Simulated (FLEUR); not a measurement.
# CdSe: equation of state with r2SCAN

Crystal: CdSe.

```
Cd Se
1.0
     0.00000    3.07027    3.07027
     3.07027    0.00000    3.07027
     3.07027    3.07027    0.00000
Cd Se
1 1
Direct
  0.00000 0.00000 0.00000
  0.25000 0.25000 0.25000
```

Measurements of this composition are mostly on another form, of space group No. 186.

```
Program                  : FLEUR MaX-R8.1 (later development tree)
Task                     : equation of state
Functional               : r2SCAN
Potentials or basis      : all-electron
Basis                    : FLAPW
Kmax                     : 4.73 1/bohr
k mesh                   : 8 × 8 × 8
Occupations              : fermi-dirac, width 0.05 eV
Spin                     : no spin polarisation
Gmax                     : 14.7 1/bohr
Muffin-tin radii         : Cd 2.44, Se 2.07 bohr
lmax                     : Cd 10, Se 9
lnonsphr                 : Cd 10, Se 9
Local orbitals a species : Cd 5, Se 4
```

The equilibrium volume is 28.88 Å³/atom and the bulk modulus is 51 GPa.

Energy against volume, from the lowest point:
```csv
volume (Å³/atom),energy (meV/atom)
27.206,17.29
27.784,7.01
28.942,0.00
30.100,7.44
30.679,15.84
```

Caveat: the meta-GGA is that of a development version, with a GGA for the radial functions and cores and without core tails.
